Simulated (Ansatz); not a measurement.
# Lanthanum, simple cubic under RPBE: structure, energy and stiffness

What does RPBE give for lanthanum in the simple cubic structure? We relax it, solve it on a dense k-mesh, then scale the cell to 7 volumes from 88 to 112 % of the relaxed one and try a fit of the equation of state. Spin polarisation is left out. The k-meshes are 9×9×9 for the relaxation; 15×15×15 for the dense run; 11×11×11 for the volumes.

Method: DFT RPBE, plane waves (420 eV) with PAW, scalar-relativistic; PAW files made under PBE, frozen cores solved again for the functional, in Ansatz 0.2.0.

## 1. Starting point

It takes space group Pm-3m (No. 221, cubic). Conventional cell: a = 3.432 Å, b = 3.432 Å, c = 3.432 Å, α = 90.00°, β = 90.00°, γ = 90.00°. La (site symmetry m-3m) is surrounded by 6 La at 3.43 Å.

Structure file:

```cif
data_structure
_symmetry_space_group_name_H-M 'Pm-3m'
_symmetry_Int_Tables_number 221
_cell_length_a 3.4316
_cell_length_b 3.4316
_cell_length_c 3.4316
_cell_angle_alpha 90.000
_cell_angle_beta 90.000
_cell_angle_gamma 90.000
_cell_volume 40.41
loop_
_atom_site_label
_atom_site_type_symbol
_atom_site_symmetry_multiplicity
_atom_site_Wyckoff_symbol
_atom_site_fract_x
_atom_site_fract_y
_atom_site_fract_z
_atom_site_occupancy
La1 La 1 a 0.00000 0.00000 0.00000 1
```

## 2. Relaxing cell and atoms

Input file input.yaml:

```yaml
crystal:
  lattice:
    - [3.4315615435, 0.0, 0.0]
    - [0.0, 3.4315615435, 0.0]
    - [0.0, 0.0, 3.4315615435]
  atoms:
    - { symbol: La, position: [0.0, 0.0, 0.0] }
hamiltonian:
  xc: rpbe
  pseudopotentials:
    kind: paw
    azcp:
      La: "pseudopotentials/La.paw.azcp"
basis:
  ecutwfc: 420
  fft_grid_basis: typed
kpoints:
  mp_grid: { grid: [9, 9, 9], shift: [0, 0, 0] }
magnetization:
  spin_polarized: false
scf:
  occupations: { method: fermi_dirac, width: 0.1 }
relax:
  max_steps: 60
  f_tol: 0.01
  cell: {}
```

The run is started by

```console
ansatz run input.yaml --threads 2 --pin off --max-ram 5120MiB --backend cpu --events-out ev --progress --plain --runs-dir out
```

After this run come: Single point on a dense mesh; At 88 % of the relaxed volume; At 92 % of the relaxed volume; At 96 % of the relaxed volume; At 100 % of the relaxed volume; At 104 % of the relaxed volume; At 108 % of the relaxed volume; At 112 % of the relaxed volume.

Q: Predict the outcome of this session. Wanted: space group; conventional cell; volume; shortest distance; gap on the mesh; relative to dhcp; V₀, B₀, B₀′.

**Answer**, as computed:

```
                      quantity                         value
space group (spins left aside)               Pm-3m (No. 221)
             conventional cell                   a = 3.386 Å
                        volume                38.815 Å³/atom
             shortest distance                       3.386 Å
               gap on the mesh  none (levels filled in part)
              relative to dhcp                 +521 meV/atom
                   V₀, B₀, B₀′   38.633 Å³/atom, 20 GPa, 3.7
```

**Reading.** From the guessed start the volume shrank by 3.9 % in 4 steps. It lies 521 meV/atom above the element's reference form at the same level (dhcp, from a run of its own). No gap shows: it is a metal or semimetal at this level. B₀ comes out at 20 GPa. Relaxation kept the symmetry; phonons were not checked.
